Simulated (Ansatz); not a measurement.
Runs of Ansatz 0.2.0 on AlRu. It takes space group Pm-3m (No. 221, cubic). The conventional cell has a = 2.992 Å, b = 2.992 Å, c = 2.992 Å, α = 90.00°, β = 90.00°, γ = 90.00°. Around Ru (site symmetry m-3m) lie 8 Al at 2.59 Å. Al (site symmetry m-3m) is surrounded by 8 Ru at 2.59 Å. 

```tsv
task	level	spin	cell	k mesh	gap on the mesh (eV)	pressure (GPa)
single point	HSE06	SOC, no magnetisation	as given	4 × 4 × 4	none	-7.1
single point	PBEsol0	off	as given	5 × 5 × 5	none	-7.1
single point	B3LYP	off	as given	5 × 5 × 5	none	3.4
single point	PBE0	off	as given	5 × 5 × 5	none	(a)
relaxation of cell and atoms	HSE03	off	relaxed	5 × 5 × 5	none	0.0
```

Alike in all rows: potentials or basis Ansatz PAW; cutoff (eV) 420; smearing fermi-dirac 0.05 eV; the mesh is coarse, so values aren't converged.

Question: Estimate the missing entries.

Answer: (a) -3.0.

Caveats: all runs use coarse meshes; the PAW data sets come from PBE, with cores solved anew for the run's functional, which leaves a small shift of forces and pressure; the thresholds are loose for stress (some runs); the plane-wave basis is chosen anew once the cell has moved, so the energies of steps on either side of that aren't comparable (some runs).

A k mesh can miss the band edges, and rows without SOC leave out spin-orbit coupling on Ru.

A gap of «none» marks a metal or a gap under the smearing width.
